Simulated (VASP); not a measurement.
# BN (P6_3/mmc) in VASP: a series of runs

One crystal, BN, is run at these levels: r2SCAN; tasks: single point, relaxation of cell and atoms.

Everything below comes from runs of VASP 6.6.1. Logs are shortened: lines on timing, memory, paths and dates and some standing lists are left out, and cuts for length are marked.

## 1. Starting point

Symmetry: P6_3/mmc, No. 194, hexagonal system. Conventional cell: a = 2.501 Å, b = 2.501 Å, c = 6.872 Å, α = 90.00°, β = 90.00°, γ = 120.00°. Around B (site symmetry -6m2) lie 3 N at 1.44 Å. Around N (site symmetry -6m2) lie 3 B at 1.44 Å.

## 2. Single point, r2SCAN

File POSCAR:

```
BN
1.0
    2.5009391642      0.0000000000      0.0000000000
   -1.2504695821      2.1658768495      0.0000000000
    0.0000000000      0.0000000000      6.8721427440
B N
2 2
Direct
    0.3333333333      0.6666666667      0.2500000000
    0.6666666667      0.3333333333      0.7500000000
    0.3333333333      0.6666666667      0.7500000000
    0.6666666667      0.3333333333      0.2500000000
```

File INCAR.step1:

```
SYSTEM = BN
PREC = Accurate
ENCUT = 520
ISMEAR = 0
SIGMA = 0.02
LREAL = .FALSE.
LASPH = .TRUE.
NELM = 100
NBANDS = 16
GGA = PE
ALGO = Normal
EDIFF = 1E-4
LWAVE = .TRUE.
LCHARG = .FALSE.
```

File INCAR.step2:

```
SYSTEM = BN
PREC = Accurate
ENCUT = 520
EDIFF = 1E-6
ISMEAR = 0
SIGMA = 0.02
LREAL = .FALSE.
LASPH = .TRUE.
NELM = 100
ALGO = Normal
ISIF = 2
LWAVE = .FALSE.
LCHARG = .FALSE.
METAGGA = R2SCAN
LMIXTAU = .TRUE.
NBANDS = 16
ISTART = 1
```

File KPOINTS:

```
regular mesh
0
G
  12 12 4
  0 0 0
```

Potentials or basis: VASP PAW PBE potentials, release 64 (B, N).

Started as:

```console
cat potpaw_PBE.64/B/POTCAR potpaw_PBE.64/N/POTCAR > POTCAR
cp INCAR.step1 INCAR
mpirun -np 1 vasp_std > vasp.out
cp INCAR.step2 INCAR
mpirun -np 1 vasp_std > vasp.out
```

OUTCAR:

```text
SYSTEM = BN
   PREC = Accurate
   ENCUT = 520
   EDIFF = 1E-6
   ISMEAR = 0
   LREAL = .FALSE.
   LASPH = .TRUE.
   NELM = 100
   ISIF = 2
   METAGGA = R2SCAN
   ISTART = 1

 ion  position               nearest neighbor table
   1  0.333  0.667  0.250-   4 1.44   4 1.44   4 1.44
   2  0.667  0.333  0.750-   3 1.44   3 1.44   3 1.44
   3  0.333  0.667  0.750-   2 1.44   2 1.44   2 1.44
   4  0.667  0.333  0.250-   1 1.44   1 1.44   1 1.44

  LATTYP: Found a hexagonal cell.
 ALAT       =     2.5009391642
 C/A-ratio  =     2.7478248341

  Lattice vectors:

 A1 = (   2.5009391642,   0.0000000000,   0.0000000000)
 A2 = (  -1.2504695821,   2.1658768495,   0.0000000000)
 A3 = (   0.0000000000,   0.0000000000,   6.8721427440)

Analysis of symmetry for initial positions (statically):
=====================================================================
 Subroutine PRICEL returns:
 Original cell was already a primitive cell.

 Routine SETGRP: Setting up the symmetry group for a
 hexagonal supercell.

 Subroutine GETGRP returns: Found 24 space group operations
 (whereof 12 operations were pure point group operations)
 out of a pool of 24 trial point group operations.

The static configuration has the point symmetry D_3d.
 The point group associated with its full space group is D_6h.

Analysis of symmetry for dynamics (positions and initial velocities):
=====================================================================
 Subroutine PRICEL returns:
 Original cell was already a primitive cell.

 Routine SETGRP: Setting up the symmetry group for a
 hexagonal supercell.

 Subroutine GETGRP returns: Found 24 space group operations
 (whereof 12 operations were pure point group operations)
 out of a pool of 24 trial point group operations.

The dynamic configuration has the point symmetry D_3d.
 The point group associated with its full space group is D_6h.

 Subroutine INISYM returns: Found 24 space group operations
 (whereof 12 operations are pure point group operations),
 and found     1 'primitive' translations

----------------------------------------------------------------------------------------

                                     Primitive cell

  volume of cell :      37.2245

  direct lattice vectors                    reciprocal lattice vectors
     2.500939164  0.000000000  0.000000000     0.399849790  0.230853384  0.000000000
    -1.250469582  2.165876850  0.000000000     0.000000000  0.461706768  0.000000000
     0.000000000  0.000000000  6.872142744     0.000000000  0.000000000  0.145515022

  length of vectors
     2.500939164  2.500939164  6.872142744     0.461706768  0.461706768  0.145515022

  position of ions in fractional coordinates (direct lattice)
     0.333333333  0.666666667  0.250000000
     0.666666667  0.333333333  0.750000000
     0.333333333  0.666666667  0.750000000
     0.666666667  0.333333333  0.250000000

  ion indices of the primitive-cell ions
   primitive index   ion index
                 1           1
                 2           2
                 3           3
                 4           4

----------------------------------------------------------------------------------------

 KPOINTS: regular mesh

Automatic generation of k-mesh.
 Grid dimensions read from file:
 generate k-points for:   12   12    4

 Generating k-lattice:

  Cartesian coordinates                     Fractional coordinates (reciprocal lattice)
     0.033320816  0.019237782  0.000000000     0.083333333  0.000000000  0.000000000
     0.000000000  0.038475564  0.000000000     0.000000000  0.083333333  0.000000000
     0.000000000  0.000000000  0.036378755     0.000000000  0.000000000  0.250000000

  Length of vectors
     0.038475564  0.038475564  0.036378755

  Shift w.r.t. Gamma in fractional coordinates (k-lattice)
     0.000000000  0.000000000  0.000000000

 Subroutine IBZKPT returns following result:
 ===========================================

 Found     57 irreducible k-points:

 Following reciprocal coordinates:
            Coordinates               Weight
  0.000000  0.000000  0.000000      1.000000
  0.083333  0.000000  0.000000      6.000000
  0.166667  0.000000  0.000000      6.000000
  0.250000  0.000000  0.000000      6.000000
  0.333333  0.000000  0.000000      6.000000
  0.416667  0.000000  0.000000      6.000000
[... 16 lines left out ...]
  0.250000  0.000000  0.250000     12.000000
  0.333333  0.000000  0.250000     12.000000
 [... further k-points ...]
   k-points           NKPTS =     57   k-points in BZ     NKDIM =     57   number of bands    NBANDS=     16
   number of dos      NEDOS =    301   number of ions     NIONS =      4
   total plane-waves  NPLWV =  21600
   dimension x,y,z NGX =    20 NGY =   20 NGZ =   54
   dimension x,y,z NGXF=    40 NGYF=   40 NGZF=  108
   ions per type =               2   2
   NGX,Y,Z   is equivalent  to a cutoff of  13.29, 13.29, 13.06 a.u.
   NGXF,Y,Z  is equivalent  to a cutoff of  26.59, 26.59, 26.13 a.u.
 SYSTEM =  BN
   PREC   = accura    normal or accurate (medium, high low for compatibility)
   ISTART =      1    job   : 0-new  1-cont  2-samecut
   ICHARG =      0    charge: 1-file 2-atom 10-const
   ISPIN  =      1    spin polarized calculation?
   LNONCOLLINEAR =      F non collinear calculations
   LSORBIT =      F    spin-orbit coupling
   LASPH  =      T    aspherical Exc in radial PAW
   ENCUT  =  520.0 eV  38.22 Ry    6.18 a.u.   4.65  4.65 12.78*2*pi/ulx,y,z
   NELM   =    100;   NELMIN=  2; NELMDL=  0     # of ELM steps
   EDIFF  = 0.1E-05   stopping-criterion for ELM
   LREAL  =      F    real-space projection
   EDIFFG = 0.1E-04   stopping-criterion for IOM
   NSW    =      0    number of steps for IOM
   IBRION =     -1    ionic relax: 0-MD 1-quasi-New 2-CG
   NFREE  =      0    steps in history (QN), initial steepest desc. (CG)
   ISIF   =      2    stress and relaxation
   ISYM   =      2    0-nonsym 1-usesym 2-fastsym
   POTIM  = 0.5000    time-step for ionic-motion
   TEBEG  =    0.0;   TEEND  =   0.0 temperature during run
   PSTRESS=    0.0 pullay stress
   NELECT =      16.0000    total number of electrons
   NUPDOWN=      -1.0000    fix difference up-down
   EMIN   =  10.00;   EMAX   =-10.00  energy-range for DOS
   EFERMI =   0.00;   METHOD = LEGACY
   ISMEAR =     0;   SIGMA  =   0.02  broadening in eV -4-tet -1-fermi 0-gaus
   EFERMI_NEDOS =   21; number of points for ismear=-14 and -15
   IALGO  =     38    algorithm
   IMIX   =      4    mixing-type and parameters
     AMIX     =   0.40;   BMIX     =  1.00
     AMIX_MAG =   1.60;   BMIX_MAG =  1.00
  volume/ion in A,a.u.               =       9.31        62.80
  Fermi-wavevector in a.u.,A,eV,Ry     =   1.235488  2.334733 20.768343  1.526430
  Thomas-Fermi vector in A             =   2.370135
   LORBIT       =      0    0 simple, 1 ext, 2 COOP (PROOUT), +10 PAW based schemes
   METAGGA = R2SCAN    functional components
   LHFCALC =     F    Hartree Fock is set to
   AEXX    =    0.0000 exact exchange contribution
   IVDW    =     0    specifies the selected vdW correction
   LEPSILON=     F    determine dielectric tensor
   LRPA    =     F    only Hartree local field effects (RPA)
 non-spin polarized calculation
 Gauss-broadening in eV      SIGMA  =   0.02
  energy-cutoff  :      520.00
  volume of cell :       37.22
 maximum number of plane-waves:      1034
 NGX is ok and might be reduce to    20
   NGX =  9   NGY =  9   NGZ = 25

 number of electron      16.0000000 magnetization

 Free energy of the ion-electron system (eV)
  ---------------------------------------------------
  ext. energy  EPLUGINS =         0.00000000
  ---------------------------------------------------
  free energy    TOTEN  =       -38.59612379 eV

  energy without entropy =      -38.59612379  energy(sigma->0) =      -38.59612379

 E-fermi :   1.8708     XC(G=0): -10.5140

 val. band max:        1.7556663854   @ k =   0.3333   0.3333   0.5000
 cond. band min:       6.6822196949   @ k =   0.5000   0.0000   0.0000
 fundamental gap:      4.9265533095
 Fermi energy:         1.8708357496

 k-point     1 :       0.0000    0.0000    0.0000
  band No.  band energies     occupation
      1     -17.0291      2.00000
      2     -16.8069      2.00000
      3      -4.4955      2.00000
      4      -2.6465      2.00000
      5       0.4064      2.00000
      6       0.4064      2.00000
[... 8 lines left out ...]
     15      14.6625      0.00000
     16      16.0623      0.00000

 k-point     2 :       0.0833    0.0000    0.0000
  band No.  band energies     occupation
      1     -16.8876      2.00000
      2     -16.6689      2.00000
      3      -4.3013      2.00000
      4      -2.4692      2.00000
      5      -0.1813      2.00000
      6      -0.1595      2.00000
[... 8 lines left out ...]
     15      15.1782      0.00000
     16      15.5156      0.00000

 k-point     3 :       0.1667    0.0000    0.0000
  band No.  band energies     occupation
      1     -16.4711      2.00000
      2     -16.2633      2.00000
      3      -3.7265      2.00000
      4      -1.9483      2.00000
      5      -1.6705      2.00000
      6      -1.6438      2.00000
[... 8 lines left out ...]
     15      16.4308      0.00000
     16      16.5257      0.00000

 k-point     4 :       0.2500    0.0000    0.0000
  band No.  band energies     occupation
      1     -15.8090      2.00000
      2     -15.6204      2.00000
      3      -3.5576      2.00000
      4      -3.5144      2.00000
      5      -2.7985      2.00000
      6      -1.2943      2.00000
[... 8 lines left out ...]
     15      17.7383      0.00000
     16      18.8450      0.00000
[... 324 lines left out ...]
 k-point    22 :       0.1667    0.0000    0.2500
  band No.  band energies     occupation
      1     -16.4418      2.00000
      2     -16.2949      2.00000
      3      -3.5088      2.00000
      4      -2.2752      2.00000
      5      -1.6612      2.00000
      6      -1.6323      2.00000
[... 8 lines left out ...]
     15      16.4438      0.00000
     16      16.5113      0.00000

 k-point    23 :       0.2500    0.0000    0.2500
  band No.  band energies     occupation
      1     -15.7823      2.00000
      2     -15.6489      2.00000
      3      -3.5596      2.00000
      4      -3.5256      2.00000
      5      -2.5778      2.00000
      6      -1.4075      2.00000
[... 8 lines left out ...]
     15      18.8586      0.00000
     16      18.9282      0.00000

 k-point    24 :       0.3333    0.0000    0.2500
  band No.  band energies     occupation
      1     -14.9522      2.00000
      2     -14.8405      2.00000
      3      -5.4232      2.00000
      4      -5.3810      2.00000
      5      -1.9463      2.00000
      6      -1.9138      2.00000
[... 8 lines left out ...]
     15      19.4222      0.00000
     16      21.5257      0.00000

 [... further k-points ...]
[... 5 lines left out ...]
  --------------------------------------------------------------------------------------
  -------------------------------------------------------------------------------------
  Total        0.1598292      0.1598292     -0.0554087      0.0000000      0.0000000      0.0000000
  in kB        6.8791944      6.8791944     -2.3848431      0.0000000      0.0000000      0.0000000
  external PRESSURE =       3.7911819 kB  Pullay stress =       0.0000000 kB

 VOLUME and BASIS-vectors are now :
 -----------------------------------------------------------------------------
  energy-cutoff  :      520.00
  volume of cell :       37.22
      direct lattice vectors                 reciprocal lattice vectors
     2.500939164  0.000000000  0.000000000     0.399849790  0.230853384  0.000000000
    -1.250469582  2.165876850  0.000000000     0.000000000  0.461706768  0.000000000
     0.000000000  0.000000000  6.872142744     0.000000000  0.000000000  0.145515022

 POSITION                                       TOTAL-FORCE (eV/Angst)
 -----------------------------------------------------------------------------------
     -0.00000      1.44392      1.71804         0.000000     -0.000000      0.000000
      1.25047      0.72196      5.15411        -0.000000      0.000000      0.000000
     -0.00000      1.44392      5.15411         0.000000     -0.000000      0.000000
      1.25047      0.72196      1.71804        -0.000000      0.000000      0.000000
 -----------------------------------------------------------------------------------
    total drift:                                0.000000     -0.000000      0.000000

  FREE ENERGIE OF THE ION-ELECTRON SYSTEM (eV)
  ---------------------------------------------------
  free  energy   TOTEN  =       -38.5961237891 eV

  energy  without entropy=      -38.5961237891  energy(sigma->0) =      -38.59612379
```

It took 80 s on 1 thread of Intel Xeon Platinum 8488C (Sapphire Rapids), shared host; peak memory 0.17 GiB.

Results:

- Free energy: -38.5961 eV
- Pressure: 0.4 GPa
- Band gap on the k mesh: 4.93 eV, indirect (least direct gap 5.37 eV)

Levels at points of the mesh, in eV from the valence-band top:
```tsv
k point	band 4	band 5	band 6	band 7	band 8	band 9	band 10	band 11	band 12	band 13
(0.00, 0.00, 0.00)	-4.40	-1.35	-1.35	-1.32	-1.32	5.40	10.61	12.34	12.34	12.44
(0.50, 0.00, 0.00)	-9.22	-4.29	-4.24	-1.35	-0.51	4.93	6.19	10.21	10.73	13.13
(0.00, 0.00, 0.50)	-5.42	-1.34	-1.34	-1.34	-1.34	7.70	7.70	12.39	12.39	12.39
(0.50, 0.00, 0.50)	-9.25	-4.27	-4.27	-0.92	-0.92	5.36	5.36	10.65	10.65	14.12
```

Caveat: the PAW data sets were made with another functional, which shifts forces and pressure a little.

## 3. Relaxation of cell and atoms, r2SCAN

This run uses another cell than the first one, of 8.97 Å³/atom, 0.964 times its volume.

File POSCAR:

```
BN
1.0
    2.4982400000      0.0000000000      0.0000000000
   -1.2491200000      2.1635393048      0.0000000000
    0.0000000000      0.0000000000      6.6357000000
B N
2 2
Direct
    0.3333333333      0.6666666667      0.2500000000
    0.6666666667      0.3333333333      0.7500000000
    0.3333333333      0.6666666667      0.7500000000
    0.6666666667      0.3333333333      0.2500000000
```

File INCAR.step1:

```
SYSTEM = BN
PREC     = Accurate       ! precision mode
ENCUT    = 600            ! plane-wave cutoff, eV
ISMEAR   = 0              ! smearing method
SIGMA    = 0.02           ! smearing width, eV
LREAL    = .FALSE.        ! projectors in reciprocal space
LASPH    = .TRUE.         ! aspherical terms in the spheres
NELM     = 100            ! most SCF steps
GGA      = PE             ! functional
ALGO     = Normal         ! electronic algorithm
EDIFF    = 1E-4           ! SCF threshold, eV
LWAVE    = .TRUE.         ! write WAVECAR
LCHARG   = .FALSE.        ! write CHGCAR
```

File INCAR.step2:

```
SYSTEM = BN
PREC     = Accurate       ! precision mode
ENCUT    = 600            ! plane-wave cutoff, eV
EDIFF    = 1E-6           ! SCF threshold, eV
ISMEAR   = 0              ! smearing method
SIGMA    = 0.02           ! smearing width, eV
LREAL    = .FALSE.        ! projectors in reciprocal space
LASPH    = .TRUE.         ! aspherical terms in the spheres
NELM     = 100            ! most SCF steps
ALGO     = Normal         ! electronic algorithm
ISIF     = 3              ! what is computed and relaxed
LWAVE    = .FALSE.        ! write WAVECAR
LCHARG   = .FALSE.        ! write CHGCAR
METAGGA  = R2SCAN         ! meta-GGA
LMIXTAU  = .TRUE.       
IBRION   = 2              ! ionic algorithm
NSW      = 100            ! ionic steps
EDIFFG   = -0.005         ! ionic threshold
ISTART   = 1
```

File KPOINTS:

```
Automatic mesh
0
G
  12 12 4
  0 0 0
```

Potentials or basis: VASP PAW PBE potentials, release 64 (B, N).

Started as:

```console
cat potpaw_PBE.64/B/POTCAR potpaw_PBE.64/N/POTCAR > POTCAR
cp INCAR.step1 INCAR
mpirun -np 1 vasp_std > vasp.out
cp INCAR.step2 INCAR
mpirun -np 1 vasp_std > vasp.out
```

Run time: 7.4 min. Hardware: 1 thread of Intel Xeon Platinum 8488C (Sapphire Rapids), shared host; peak memory 0.17 GiB.

Results (log left out):

```yaml
Free_energy: -38.5988 eV
Relaxed_volume: 9.28 Å³/atom
Relaxed_cell: a = 2.502 Å, b = 2.502 Å, c = 6.847 Å, α = 90.00°, β = 90.00°, γ = 120.00°
Space_group_after_relaxing_to_0.05_Å: P6_3/mmc (No. 194)
Energy_gained_by_relaxing: 0.9 meV/atom
Ionic_steps: 8
Pressure_after_relaxing: 0.0 GPa
Band_gap_on_the_k_mesh: 4.92 eV, indirect (least direct gap 5.37 eV)
```

Step by step:
| step | energy change (eV) | largest force (eV/Å) | pressure (GPa) | volume (Å³) |
| --- | --- | --- | --- | --- |
| 1 | 0.0000 | 0.0000 | 1.56 | 35.87 |
| 2 | 0.0019 | 0.0000 | -2.30 | 36.32 |
| 3 | -0.0009 | 0.0000 | 0.17 | 36.03 |
| 4 | -0.0012 | 0.0000 | 0.15 | 36.10 |
| 5 | -0.0021 | 0.0000 | 0.12 | 36.32 |
| 6 | -0.0032 | 0.0000 | 0.06 | 36.76 |
| 7 | -0.0029 | 0.0000 | -0.01 | 37.63 |
| 8 | -0.0034 | 0.0000 | 0.02 | 37.13 |

Final structure:
```
B N
1.0
     2.50245    0.00000    0.00000
    -1.25123    2.16719    0.00000
     0.00000    0.00000    6.84656
B N
2 2
Direct
  0.33333 0.66667 0.25000
  0.66667 0.33333 0.75000
  0.33333 0.66667 0.75000
  0.66667 0.33333 0.25000
```

Levels at points of the mesh, in eV from the valence-band top:
| k point | band 6 | band 7 | band 8 | band 9 | band 10 | band 11 |
| --- | --- | --- | --- | --- | --- | --- |
| (0.00, 0.00, 0.00) | -1.35 | -1.32 | -1.32 | 5.42 | 10.66 | 12.33 |
| (0.50, 0.00, 0.00) | -4.24 | -1.36 | -0.50 | 4.92 | 6.20 | 10.20 |
| (0.00, 0.00, 0.50) | -1.34 | -1.34 | -1.34 | 7.75 | 7.75 | 12.38 |
| (0.50, 0.00, 0.50) | -4.26 | -0.92 | -0.92 | 5.36 | 5.36 | 10.63 |

Caveat: the PAW data sets were made with another functional, which shifts forces and pressure a little.

## 4. Single point, r2SCAN

File POSCAR:

```
BN
1.0
    2.5009391642      0.0000000000      0.0000000000
   -1.2504695821      2.1658768495      0.0000000000
    0.0000000000      0.0000000000      6.8721427440
B N
2 2
Direct
    0.3333333333      0.6666666667      0.2500000000
    0.6666666667      0.3333333333      0.7500000000
    0.3333333333      0.6666666667      0.7500000000
    0.6666666667      0.3333333333      0.2500000000
```

File INCAR.step1:

```
SYSTEM = BN
  ALGO = Normal
  EDIFF = 1E-4
  ENCUT = 520
  GGA = PE
  ISMEAR = -5
  LASPH = .True.
  LCHARG = .False.
  LREAL = .False.
  LWAVE = .True.
  NELM = 100
  PREC = Accurate
  SIGMA = 0.02
```

File INCAR.step2:

```
SYSTEM = BN
  ALGO = Normal
  EDIFF = 1E-6
  ENCUT = 520
  ISIF = 2
  ISMEAR = 0
  ISTART = 1
  LASPH = .True.
  LCHARG = .False.
  LMIXTAU = .True.
  LORBIT = 10
  LREAL = .False.
  LWAVE = .False.
  METAGGA = R2SCAN
  NELM = 100
  PREC = Accurate
  SIGMA = 0.02
```

File KPOINTS:

```
k-points
0
Gamma
  12 12 4
  0 0 0
```

Started as:

```console
cat potpaw_PBE.64/B/POTCAR potpaw_PBE.64/N/POTCAR > POTCAR
cp INCAR.step1 INCAR
mpirun -np 1 vasp_std > vasp.out
cp INCAR.step2 INCAR
mpirun -np 1 vasp_std > vasp.out
```

It took 63 s on 1 thread of Intel Xeon Platinum 8488C (Sapphire Rapids), shared host; peak memory 0.16 GiB.

It converged, with:

```yaml
Free_energy: -38.5961 eV
Pressure: 0.4 GPa
Band_gap_on_the_k_mesh: 4.93 eV, indirect (least direct gap 5.37 eV)
Valence_electrons_inside_the_program's_atomic_spheres: B 2.15; N 4.06
```

Stress tensor (GPa, compression positive):
```
 0.69  0.00  0.00
 0.00  0.69  0.00
 0.00  0.00 -0.24
```

Levels at points of the mesh, in eV from the valence-band top:
| k point | band 6 | band 7 | band 8 | band 9 | band 10 | band 11 |
| --- | --- | --- | --- | --- | --- | --- |
| (0.00, 0.00, 0.00) | -1.35 | -1.32 | -1.32 | 5.40 | 10.61 | 12.34 |
| (0.50, 0.00, 0.00) | -4.24 | -1.35 | -0.51 | 4.93 | 6.19 | 10.21 |
| (0.00, 0.00, 0.50) | -1.34 | -1.34 | -1.34 | 7.70 | 7.70 | 12.39 |
| (0.50, 0.00, 0.50) | -4.27 | -0.92 | -0.92 | 5.36 | 5.36 | 10.65 |

Caveat: the PAW data sets were made with another functional, which shifts forces and pressure a little.
